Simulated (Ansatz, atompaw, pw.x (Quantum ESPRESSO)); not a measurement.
## From atom to crystal: PAW (atompaw) potential for Os (Z = 76)

* Element: Os
* Generator: atompaw 4.2.0.5
* Type: PAW
* Functional: PBE
* Relativity: scalar-relativistic
* Frozen core: [Kr] 4d10 4f14
* Valence charge: 16
* Reference configuration: 5s2 5p6 5d6 6s2 6p0
* Partial waves: 5s (bound): rc 1.30 bohr; 6s (bound): rc 2.10 bohr; 5p (bound): rc 1.30 bohr; 6p (bound, empty): rc 2.10 bohr; 5d (bound): rc 2.10 bohr; 5d channel at 3.75 Ry: rc 2.10 bohr
* Local potential: bessel scheme, radius 1.50 bohr
* Core correction: smooth core density matched at 1.85 bohr
* Augmentation charge: sinc compensation charge, radius 1.75 bohr; PAW radius 2.10 bohr; waves and projectors: custom polynom vanderbiltortho

Atomic tests: cutoffs needed: 45 Ry and 70 Ry (the cutoffs (Ry, on a coarse ladder) from which the occupation-weighted sum of valence levels, in a spherical-Bessel basis at the reference potential, stays within 10 and 1 mRy of its value at 400 Ry); ghost test: no extra level below or beside the all-electron valence levels (s, p, d, f tested) (spherical-Bessel basis up to 400 Ry, 20 bohr box); lowest eigenvalue of the overlap operator: 0.36 (s channel).

Crystal test: diamond Os in pw.x 7.5, no spin, 8³ k-points, Fermi–Dirac smearing 0.01 Ry, cutoffs 85/850 Ry. The reference is all-electron LAPW (Ansatz 0.2.0) with the same functional, mesh and smearing; V0 and B0 come from Birch–Murnaghan fits to the pressures at five volumes. Errors are pseudo minus all-electron; Δ is the rms difference of the E(V) curves that follow from these fits, minima aligned, over ±6 % about the mean V0. Mesh and smearing are coarse, so the numbers serve the comparison and aren't converged zero-temperature values; the lattice is a test structure that the element need not adopt.

All-electron: a0 = 5.558 Å (V0 = 21.46 Å³/atom), B0 = 203.7 GPa.

Problem. How far does the potential miss the all-electron equation of state?

Solution. mean pressure error (GPa): -0.86; a0 (Å): 5.550; a0 error (%): -0.14; B0 error (%): +0.8; Δ (meV/atom): 4.0.

| V (Å³/atom) | P all-electron (GPa) | P pseudo (GPa) |
| --- | --- | --- |
| 20.307 | 12.77 | 11.78 |
| 20.842 | 6.37 | 5.43 |
| 21.376 | 0.80 | -0.04 |
| 21.910 | -4.04 | -4.83 |
| 22.445 | -8.25 | -9.00 |

Problem. At the middle volume, how do free energy and pressure move when the wave cutoff is lowered (ecutrho held at 850 Ry)?

Solution.

| cutoff (Ry) | shift of F (meV/atom) | shift of P (GPa) |
| --- | --- | --- |
| 38 | +172.4 | -2.53 |
| 51 | +38.8 | -1.31 |
| 68 | +5.4 | +0.02 |

The run at the middle volume (29 k-points, 10 iterations) took about 78 s on one core of a shared host (AMD EPYC 7R43 64-Core Processor, 256 threads, 1004 GiB, load 69).
